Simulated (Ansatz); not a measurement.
**Os: equation of state with HF**

The system is Os.

```
CELL_PARAMETERS angstrom
2.73410 0.00000 0.00000
-1.36705 2.36780 0.00000
0.00000 0.00000 4.31970
ATOMIC_POSITIONS crystal
Os 0.66667 0.33333 0.75000
Os 0.33333 0.66667 0.25000
```

```yaml
Program: Ansatz 0.2.0
Task: equation of state
Functional: HF
Potentials_or_basis: Ansatz PAW
Cutoff: 420 eV
Density_cutoff: 1680 eV
k_mesh: 6 × 6 × 3
Occupations: fermi-dirac, width 0.05 eV
Spin: no spin polarisation
```

```yaml
Equilibrium_volume: 13.74 Å³/atom
Bulk_modulus_at_fixed_shape_and_positions: 496 GPa
Pressure_derivative_of_the_bulk_modulus: 4.7
```

Energy against volume, from the lowest point:
| volume (Å³/atom) | energy (meV/atom) |
| --- | --- |
| 13.143 | 43.33 |
| 13.423 | 11.60 |
| 13.703 | 0.00 |
| 13.982 | 6.32 |
| 14.262 | 28.60 |
| 14.542 | 65.11 |
| 14.821 | 114.31 |

All runs of the series together: 2.3 min on 2 threads of AMD EPYC 7B13 (Zen 3) (shared host).

Caveat: the k mesh is coarse (spacing up to 0.48 Å⁻¹), so the values aren't converged, least of all with exact exchange; the potentials were made for another functional, which shifts forces and pressure; the cell was scaled at fixed shape and fractional positions, which overstates the stiffness of a crystal with free parameters, most of all of layers and chains. Spin-orbit coupling is left out, which matters for the levels of Os.
